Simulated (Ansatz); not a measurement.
Input of an Ansatz 0.2.0 run:

File input.yaml:

```yaml
crystal:
  lattice:
    - [-1.9111067713, 1.9111067713, 4.2806687947]
    - [1.9111067713, -1.9111067713, 4.2806687947]
    - [1.9111067713, 1.9111067713, -4.2806687947]
  atoms:
    - { symbol: Ti, position: [0.0, 0.0, 0.0] }
    - { symbol: Al, position: [0.25, 0.75, 0.5] }
    - { symbol: Al, position: [0.75, 0.25, 0.5] }
    - { symbol: Al, position: [0.5, 0.5, 0.0] }
hamiltonian:
  xc: revpbe
  pseudopotentials: { kind: paw }
  dispersion: d4
kpoints:
  mp_grid: { grid: [10, 10, 10] }
scf:
  occupations: { method: fermi_dirac, width: 0.05 }
output:
  forces: true
  stress: true
  eigenvalues: true
relax:
  f_tol: 0.01
  max_steps: 40
  cell: { stress_tol: 0.05 }
```

Potentials or basis: Ansatz PAW.

The run is started by

```bash
$ ansatz run input.yaml --threads 2 --pin off --max-ram 5632MiB --backend cpu --events-out ev --progress --plain --runs-dir out
```

Task: What does it give for the relaxed cell?

Result: a = 5.033 Å, b = 5.033 Å, c = 5.033 Å, α = 135.56°, β = 135.56°, γ = 64.66°.

Task: Estimate the relaxed volume.

Result: 15.41 Å³/atom.

Final structure:
```cif
data_structure
_symmetry_space_group_name_H-M 'P 1'
_symmetry_Int_Tables_number 1
_cell_length_a 5.0334
_cell_length_b 5.0334
_cell_length_c 5.0334
_cell_angle_alpha 135.559
_cell_angle_beta 135.559
_cell_angle_gamma 64.662
_cell_volume 61.64
loop_
_atom_site_label
_atom_site_type_symbol
_atom_site_fract_x
_atom_site_fract_y
_atom_site_fract_z
_atom_site_occupancy
Ti1 Ti 0.00000 0.00000 0.00000 1
Al1 Al 0.25000 0.75000 0.50000 1
Al2 Al 0.75000 0.25000 0.50000 1
Al3 Al 0.50000 0.50000 0.00000 1
```

Caveat: pairwise dispersion overbinds metals, which lowers pressure and volume; the PAW data sets come from PBE, with cores solved anew for the run's functional, which leaves a small shift of forces and pressure.
